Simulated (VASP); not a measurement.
Set up this calculation in VASP 6.6.1, as the native input.

```
Task                   : relaxation of cell and atoms
Functional             : PBE
Potentials or basis    : VASP PAW PBE potentials, release 64 (Re)
Cutoff                 : 600 eV
k mesh                 : 18 × 18 × 18
Occupations            : gaussian, width 0.1 eV
Spin                   : no spin polarisation
Dipole correction      : no
Further INCAR settings : ALGO = Fast; EDIFF = 1e-06; IBRION = 2; EDIFFG = -0.005; NSW = 100; ISIF = 3
```

The structure of Re lies in POSCAR:

```
Re
1.0
    0.0000000000      1.9566279040      1.9566279040
    1.9566279040      0.0000000000      1.9566279040
    1.9566279040      1.9566279040      0.0000000000
Re
1
Direct
    0.0000000000      0.0000000000      0.0000000000
```

This isn't the form of Re at room conditions, which is hcp.

One way to write it, as run:

INCAR

```
SYSTEM = Re
ALGO     = Fast           ! electronic algorithm
EDIFF    = 1E-6           ! SCF threshold, eV
EDIFFG   = -0.005         ! ionic threshold
ENCUT    = 600            ! plane-wave cutoff, eV
GGA      = PE             ! functional
IBRION   = 2              ! ionic algorithm
ISIF     = 3              ! what is computed and relaxed
ISMEAR   = 0              ! smearing method
LASPH    = .True.         ! aspherical terms in the spheres
LCHARG   = .False.        ! write CHGCAR
LREAL    = .False.        ! projectors in reciprocal space
LWAVE    = .False.        ! write WAVECAR
NELM     = 80             ! most SCF steps
NSW      = 100            ! ionic steps
PREC     = Accurate       ! precision mode
SIGMA    = 0.1            ! smearing width, eV
```

KPOINTS

```
k-points
0
Gamma
  18 18 18
  0 0 0
```

Potentials or basis: VASP PAW PBE potentials, release 64 (Re).

The run is started by

```console
$ cat potpaw_PBE.64/Re/POTCAR > POTCAR
$ mpirun -np 1 vasp_std > vasp.out
```

Results of the run:

```json
{
  "Relaxed volume": "14.99 Å³/atom",
  "Relaxed cell": "a = 2.768 Å, b = 2.768 Å, c = 2.768 Å, α = 60.00°, β = 60.00°, γ = 60.00°",
  "Space group after relaxing (to 0.05 Å)": "Fm-3m (No. 225)",
  "Energy gained by relaxing": "0.0 meV/atom",
  "Ionic steps": "7",
  "Pressure after relaxing": "0.0 GPa",
  "Band gap on the k mesh": "none (metal or under the smearing width)"
}
```

Run time: 33 s on 1 thread of Intel(R) Xeon(R) Platinum 8488C (Sapphire Rapids), on a shared host, peak memory 0.16 GiB.
